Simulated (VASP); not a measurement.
# EuO (k07): single point with PBE

**What was measured.**

From a printed reference work, monograph, for a bulk crystal of EuO at 300 K: band gap 1.115 eV (optical).

The system is EuO (k07).

```xyz
2
Lattice="0.0000 2.5308 2.5308 2.5308 0.0000 2.5308 2.5308 2.5308 0.0000" Properties=species:S:1:pos:R:3 pbc="T T T"
Eu    0.0000    0.0000    0.0000
O     2.5308    2.5308    2.5308
```

```
Program             : VASP 6.6.1
Task                : single point
Functional          : PBE
Potentials or basis : VASP PAW PBE potentials, release 64 (Eu, O)
Cutoff              : 600 eV
k mesh              : 20 × 20 × 20
Occupations         : gaussian, width 0.1 eV
Spin                : collinear spin, ferromagnetic start
Starting moments    : [7.28, 0.0] μB
```

| Quantity | Value |
| --- | --- |
| Pressure | -0.2 GPa |
| Net moment | 6.94 μB per cell |
| Site moments | Eu +6.57; O -0.10 μB |
| Valence electrons inside the program's atomic spheres | Eu 14.83; O 4.96 |

Levels at points of the mesh, in eV from the Fermi level:
Spin up:
```tsv
k point	band 13	band 14	band 15	band 16	band 17	band 18
(0.00, 0.00, 0.00)	-0.21	0.07	0.07	0.07	1.60	1.60
(0.50, 0.00, 0.00)	-0.31	-0.29	-0.26	2.31	4.49	4.49
(0.50, 0.50, 0.00)	-0.40	-0.32	-0.05	-0.05	3.63	5.91
```
Spin down:
```tsv
k point	band 5	band 6	band 7	band 8	band 9	band 10	band 11	band 12
(0.00, 0.00, 0.00)	-17.57	-3.93	-3.93	-3.93	0.90	2.71	2.71	2.71
(0.50, 0.00, 0.00)	-16.31	-5.99	-5.07	-5.07	3.13	3.65	4.09	4.09
(0.50, 0.50, 0.00)	-18.05	-3.86	-3.83	-3.83	-0.38	4.13	4.22	4.35
```

Run time: 4.7 min on 1 thread of Intel(R) Xeon(R) 6975P-C (Granite Rapids), with other jobs on the host, peak memory 0.49 GiB.

Against the measured gap of EuO, 1.115 eV (optical; 300 K; a printed reference work, monograph), the calculated 0.00 eV is off by -1.11 eV. So large a miss can be the level of theory's own, or it may mean another phase, state or a wrong row. Spin-orbit coupling on Eu is left out. The value is that of PBE on a finite k mesh, which can miss the band edges, without temperature or zero-point motion. Semilocal functionals fall short of measured gaps as a rule. The run's magnetic order (collinear spin, ferromagnetic start) needn't be the measured crystal's.

Caveat: spin-orbit coupling is left out, which moves the levels of the heavy elements; a cell with one magnetic atom can't hold antiferromagnetic order, which such compounds often take; without U or exact exchange the open f shell lies at the Fermi level, which spoils levels, moments and volumes. The state reached can hang on the start; a lower one may exist.
